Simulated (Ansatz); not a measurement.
**MoS2 under changes of volume**

One of the cells (18.982 Å³/atom); the others are scaled copies at fixed shape and fractional positions:

```xyz
3
Lattice="3.2275 0.0000 0.0000 -1.6137 2.7951 0.0000 0.0000 0.0000 6.3125" Properties=species:S:1:pos:R:3 pbc="T T T"
Mo    0.0000    0.0000    3.1562
S     1.6137    0.9317    4.7008
S     0.0000    1.8634    1.6117
```

Measurements of this composition are mostly on another form, of space group No. 194.

| Quantity | Value |
| --- | --- |
| Program | Ansatz 0.2.0 |
| Functional | PBE |
| Potentials or basis | Ansatz PAW earlier set |
| Cutoff | 510 eV (not typed: the program's choice for these potentials) |
| k mesh | 9 × 9 × 4 |
| Occupations | fermi-dirac, width 0.05 eV |
| Spin | no spin polarisation |

| volume (Å³/atom) | energy over the lowest point (meV/atom) | pressure (GPa) | largest force (eV/Å) |
| --- | --- | --- | --- |
| 17.843 | ? | ? | ? |
| 18.222 | 18.79 | 7.1 | 0.975 |
| 18.602 | 5.86 | 3.9 | 0.617 |
| 18.982 | 0.00 | 1.1 | 0.286 |
| 19.361 | 0.50 | -1.4 | 0.021 |
| 19.741 | 6.70 | -3.7 | 0.305 |
| 20.120 | 18.03 | -5.8 | 0.569 |

**Question.** What does the run at 17.843 Å³/atom give?

**Answer.** Energy over the lowest point 39.61 meV/atom; pressure 10.6 GPa; largest force 1.361 eV/Å.

Worked out: A Birch-Murnaghan fit of order 3 (a polynomial in V^(-2/3)) to the other rows has its minimum at 19.14 Å³/atom with B0 = V·E''(V) = 129 GPa and B' = 4.3 at fixed shape and positions, which overstates the stiffness. It gives 39.52 meV/atom at 17.843 Å³/atom, against the run's 39.61, and -dE/dV = 10.5 GPa, against 10.6.

Energies are extrapolated to zero smearing.

Caveats: this functional lacks dispersion, which binds the layers, so the pressure and a relaxed spacing across them are unreliable; forces of over 1 eV/Å show positions far from the minimum, so gaps and moduli don't describe the material at rest (some runs).
